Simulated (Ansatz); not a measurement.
Crystal: RbBr.

```xyz
2
Lattice="4.1261 0.0000 0.0000 0.0000 4.1261 0.0000 0.0000 0.0000 4.1261" Properties=species:S:1:pos:R:3 pbc="T T T"
Rb    0.0000    0.0000    0.0000
Br    2.0630    2.0630    2.0630
```

The cell comes from a database or a generator and needn't be the stable form of this composition.

* Program: Ansatz 0.2.0
* Task: relaxation of cell and atoms
* Functional: PBE
* Potentials or basis: all-electron LAPW, relativistic spinors
* Basis error allowed: 0.001 eV/atom
* k mesh: 5 × 5 × 5
* Occupations: fermi-dirac, width 0.05 eV
* Spin: spin-orbit coupling, no magnetisation

At the start: volume 35.12 Å³/atom.

Question: Where does the relaxation end?

Answer: Over 4 steps the energy falls by 4.4 meV/atom and the volume is 36.86 Å³/atom (+4.9 %); space group Pm-3m (No. 221, to 0.05 Å).

Step by step:
```csv
step,energy change (eV),largest force (eV/Å),volume (Å³)
1,0.0000,0.0000,70.24
2,-0.0057,0.0000,71.70
3,-0.0088,0.0000,73.72
4,-0.0088,0.0000,73.72
```

Final structure:
```
Rb Br
1.0
     4.19304    0.00000    0.00000
     0.00000    4.19304    0.00000
     0.00000    0.00000    4.19304
Rb Br
1 1
Direct
  0.00000 0.00000 0.00000
  0.50000 0.50000 0.50000
```
